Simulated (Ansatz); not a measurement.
## Si3N4 under strain — N-14 nuclear quadrupole resonance

Cell: an entry of the Crystallography Open Database (COD), relaxed with PBE at fixed cell and then changed (z compressed by 1 %, ions relaxed).

```
Si N
1.0
     7.59500    0.00000    0.00000
    -3.79750    6.57746    0.00000
     0.00000    0.00000    2.87328
Si N
6 8
Direct
  0.76653 0.17317 0.32563
  0.59336 0.76653 0.82563
  0.82683 0.59336 0.32563
  0.23347 0.82683 0.82563
  0.40664 0.23347 0.32563
  0.17317 0.40664 0.82563
  0.02809 0.32945 0.32563
  0.69863 0.02809 0.82563
  0.67055 0.69863 0.32563
  0.97191 0.67055 0.82563
  0.30137 0.97191 0.32563
  0.32945 0.30137 0.82563
  0.33333 0.66667 0.82561
  0.66667 0.33333 0.32561
```

Sites (sets of like atoms) are named by element and the number of their first atom in this list.

The numbers come from a DFT calculation in Ansatz (PBE, plane waves and PAW, scalar-relativistic, 420 eV cutoff, Γ-centred 4×4×10 k-points, Fermi–Dirac smearing 0.02 eV).

N-14: I = 1, Q = 20.44 mb (year-2017 value). Static lattice, zero field.

(1) Predict the zero-field N-14 lines of each site.

Answers

(1) For I = 1 the lines are ν± = (3/4)|C_Q|(1 ± η/3) and ν₀ = |C_Q|η/2.

```json
{"site": "N7", "atoms": "7, 8, 9, 10, 11, 12", "V_zz (10²¹ V/m²)": "-4.78", "C_Q (MHz)": "-2.36", "η": "0.00", "line frequencies (MHz)": "0.00429, 1.77, 1.77"}
{"site": "N13", "atoms": "13, 14", "V_zz (10²¹ V/m²)": "-4.81", "C_Q (MHz)": "-2.38", "η": "0.00", "line frequencies (MHz)": "1.78"}
```

An axis of threefold or higher order runs through N13, so V_zz lies along it and η is zero. At N7 V_zz stands upright on the plane through its three neighbours (within 3°).

At this changed cell the PBE pressure is 9 GPa.
